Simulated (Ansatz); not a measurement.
Relaxed bulk HfSi2, space group Cmcm (No. 63):

```cif
data_structure
_symmetry_space_group_name_H-M 'Cmcm'
_symmetry_Int_Tables_number 63
_cell_length_a 3.6500
_cell_length_b 14.3450
_cell_length_c 3.6361
_cell_angle_alpha 90.000
_cell_angle_beta 90.000
_cell_angle_gamma 90.000
_cell_volume 190.38
loop_
_atom_site_label
_atom_site_type_symbol
_atom_site_symmetry_multiplicity
_atom_site_Wyckoff_symbol
_atom_site_fract_x
_atom_site_fract_y
_atom_site_fract_z
_atom_site_occupancy
Hf1 Hf 4 c 0.00000 0.10470 0.25000 1
Si1 Si 4 c 0.00000 0.44482 0.25000 1
Si2 Si 4 c 0.50000 0.24978 0.25000 1
```

Computed with DFT PBEsol, scalar-relativistic, plane waves, PAW in Ansatz 0.2.0. Cutoff 420 eV, k spacing 0.19 to 0.25 Å⁻¹, dipole correction; no spin polarisation.

Slabs with different planes and terminations (top/bottom plane) are cut from it in 1×1 cells and relaxed. Each holds whole formula units counted by Hf and an excess Δn of Si (negative: a deficit); ΔE is its energy over those formula units in the bulk and the excess in the standard state of Si. The formation energy of HfSi2 is -1.993 eV a formula unit (uncorrected), so Δμ(Si) runs from -0.997 eV to 0 if no other compound intervenes.

| slab | A (Å²) | Δn(Si) | ΔE (eV) |
| --- | --- | --- | --- |
| (110) Si/Si, Hf8Si16 | 26.91 | 0 | 7.025 |
| (010) Si/Si, Hf4Si8 | 13.27 | 0 | 3.143 |
| (010) Si/Si, Hf4Si10 | 13.27 | +2.00 | 2.941 |
| (001) HfSi2/HfSi2, Hf8Si16 | 26.18 | 0 | 5.478 |

Q: Work out each slab's surface energy at the Si-rich and Si-poor ends.

A: γ = [ΔE − Δn·Δμ(Si)]/(2A) × 16.02 J/m² per eV/Å², the mean of both faces:

```csv
slab,Si-rich (J/m²),Si-poor (J/m²)
"(110) Si/Si, Hf8Si16",2.09,2.09
"(010) Si/Si, Hf4Si8",1.90,1.90
"(010) Si/Si, Hf4Si10",1.78,2.98
"(001) HfSi2/HfSi2, Hf8Si16",1.68,1.68
```

Q: Does the lowest surface change with the conditions?

A: No: among these slabs (001) HfSi2/HfSi2, Hf8Si16 is lowest at both ends, and since each γ is a straight line in Δμ, throughout the range.

Only the planes named were cut, so another facet can lie lower still. Reconstructions in larger cells weren't sought.